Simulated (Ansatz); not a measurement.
# AlN: the cost of one run

Computed with Ansatz 0.2.0 (DFT PBE, scalar-relativistic, plane waves, PAW, unless a step's input says otherwise).

1 further run of the same task is left out (it didn't finish).

### 1 Starting point

The structure is tetragonal, space group I-4 (No. 82). The conventional cell has a = 5.107 Å, b = 5.107 Å, c = 5.090 Å, α = 90.00°, β = 90.00°, γ = 90.00°. Al (site symmetry 1) is surrounded by 3 N at 1.81 to 1.82 Å and 1 Al at 1.83 Å. Around N (site symmetry 1) lie 3 Al at 1.81 to 1.82 Å and 1 N at 1.83 Å.

As a file:

```cif
data_structure
_symmetry_space_group_name_H-M 'P 1'
_symmetry_Int_Tables_number 1
_cell_length_a 4.4177
_cell_length_b 4.4177
_cell_length_c 4.4177
_cell_angle_alpha 109.381
_cell_angle_beta 109.381
_cell_angle_gamma 109.652
_cell_volume 66.37
loop_
_atom_site_label
_atom_site_type_symbol
_atom_site_fract_x
_atom_site_fract_y
_atom_site_fract_z
_atom_site_occupancy
Al1 Al 0.37666 0.32988 0.24973 1
Al2 Al 0.08015 0.12693 0.75027 1
Al3 Al 0.67012 0.91985 0.04678 1
Al4 Al 0.87307 0.62334 0.95322 1
N1 N 0.07988 0.33015 0.45322 1
N2 N 0.87693 0.62666 0.54678 1
N3 N 0.37334 0.92012 0.25027 1
N4 N 0.66985 0.12307 0.74973 1
```

The cell is invented: 4-connected net, two elements spread over the vertices (I-4, No. 82). Its size is a rough estimate.

### 2 The guess as it stands, on a coarse mesh

Input file input.yaml:

```yaml
crystal:
  lattice:
    - [-2.55341997, 2.55341997, 2.54489058]
    - [2.55341997, -2.55341997, 2.54489058]
    - [2.55341997, 2.55341997, -2.54489058]
  atoms:
    - { symbol: Al, position: [0.37665555, 0.32987736, 0.24972843] }
    - { symbol: Al, position: [0.08014892, 0.12692712, 0.75027157] }
    - { symbol: Al, position: [0.67012264, 0.91985108, 0.0467782] }
    - { symbol: Al, position: [0.87307288, 0.62334445, 0.9532218] }
    - { symbol: "N", position: [0.07987736, 0.33014892, 0.4532218] }
    - { symbol: "N", position: [0.87692712, 0.62665555, 0.5467782] }
    - { symbol: "N", position: [0.37334445, 0.92012264, 0.25027157] }
    - { symbol: "N", position: [0.66985108, 0.12307288, 0.74972843] }
basis:
  ecutwfc: 420
kpoints:
  mp_grid: { grid: [6, 6, 6] }
hamiltonian:
  xc: pbe
scf:
  occupations: { method: gaussian, width: 0.1 }
  lower_state_search: "off"
output:
  forces: true
  stress: true
  eigenvalues: true
```

The run is started by

```console
$ ansatz run input.yaml --threads 1 --pin off --max-ram 2560MiB --backend cpu --events-out ev --progress --plain --runs-dir out
```

**Question.** How long does this run take on 1 thread of Intel Xeon at 2.70GHz, shared host, and how much memory does it need?

About 4.2 s, with a peak of 0.33 GiB.
